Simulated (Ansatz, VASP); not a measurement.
**One calculation of PbSe, two programs**

```
CELL_PARAMETERS angstrom
2.13314 -3.69733 0.00000
2.13314 3.69733 0.00000
0.00000 0.00000 7.92565
ATOMIC_POSITIONS crystal
Pb 0.83335 0.16665 0.72786
Pb 0.16665 0.83335 0.22786
Se 0.49997 0.50003 0.02199
Se 0.50003 0.49997 0.52199
```

Alike in both runs: functional PBE; k mesh 8 × 8 × 4; no spin polarisation.

Ansatz relaxed the structure, and its values are those at the end. VASP's run is a single point on that final structure, the one shown.

|  | VASP | Ansatz |
| --- | --- | --- |
| version | VASP 6.6.1 | Ansatz 0.2.0 |
| potentials or method | VASP PAW PBE potentials, release 64 (Pb_d, Se) | scalar-relativistic, plane waves, PAW |
| plane-wave cutoff (eV) | 520 | 420 |
| occupations | gaussian, width 0.01 eV | fixed |
| valence electrons in the cell | 40 | 60 |

```csv
,VASP,Ansatz,Ansatz less VASP
gap on the k mesh at the Fermi level (eV),0.73,0.72,-0.008
least direct gap on the mesh (eV),0.73,0.73,-0.003
pressure (GPa),0.0,0.0,+0.01
rms of the force components (eV/Å),0.004,0.001,-0.0037
```

The two sets of potentials don't hold the same shells in valence.

Caveats: spin-orbit coupling is left out, which as a rule narrows the gap of such compounds by several tenths of an eV. A k mesh can miss the band edges.
